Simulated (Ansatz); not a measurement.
**V: levels along high-symmetry lines**

```
CELL_PARAMETERS angstrom
0.00000 1.90829 1.90829
1.90829 0.00000 1.90829
1.90829 1.90829 0.00000
ATOMIC_POSITIONS crystal
V 0.00000 0.00000 0.00000
```

The structure comes from a relaxation in the same program, started in the fcc type, and has space group Fm-3m. Whether it is a known phase or the ground state wasn't checked.

Theory: DFT, PBE, all-electron LAPW, scalar-relativistic in Ansatz 0.2.0.

Sampling and basis: a Γ-centred 19×19×19 k mesh, Fermi–Dirac smearing of 0.05 eV, basis error target 1 meV/atom, spin-polarised from start moments V 1.5 μB (the moments died away, and the run ended non-magnetic).

Points in fractions of the reciprocal vectors of this cell: Γ (0, 0, 0), X (0.5, 0, 0.5), U (0.625, 0.25, 0.625), K (0.375, 0.375, 0.75), L (0.5, 0.5, 0.5), W (0.5, 0.25, 0.75). The path joins them by straight lines in the order Γ–X–U–K–Γ–L–W–X; legs that retrace an earlier one aren't tabulated. Energies are in eV from the Fermi level.

Problem. List the levels at K between -8 and 6 eV.

Solution. -2.52, -1.96, 0.28, 2.04, 2.93.

Problem. List the levels at Γ between -8 and 6 eV.

Solution. -6.83, 0.17 (×3), 1.91 (×2).

Problem. List the levels at U between -8 and 6 eV.

Solution. -2.52, -1.96, 0.28, 2.04, 2.93.

Problem. What is the band gap?

Solution. none: bands cross the Fermi level, a metal.
